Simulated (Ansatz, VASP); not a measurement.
One calculation of NaF, two programs

```
CELL_PARAMETERS angstrom
0.00000 2.35387 2.35387
2.35387 0.00000 2.35387
2.35387 2.35387 0.00000
ATOMIC_POSITIONS crystal
Na 0.00000 0.00000 0.00000
F 0.50000 0.50000 0.50000
```

Change from the starting cell: volume scaled by 1.04.

Alike in both runs: task single point; functional LDA; k mesh 10 × 10 × 10; occupations fermi-dirac, width 0.02 eV; no spin polarisation.

|  | VASP | Ansatz |
| --- | --- | --- |
| version | VASP 6.6.1 | Ansatz 0.2.0 |
| potentials or method | VASP PAW LDA potentials, release 64 (Na_pv, F), cutoff 520 eV | all-electron LAPW, scalar-relativistic |

|  | VASP | Ansatz | Ansatz less VASP |
| --- | --- | --- | --- |
| gap on the k mesh at the Fermi level (eV) | 5.71 | 5.72 | +0.010 |
| pressure (GPa) | -6.1 | -6.0 | +0.11 |

Ansatz ran all-electron here, so the differences hold the error of VASP's frozen core and of both bases.

A k mesh can miss the band edges.
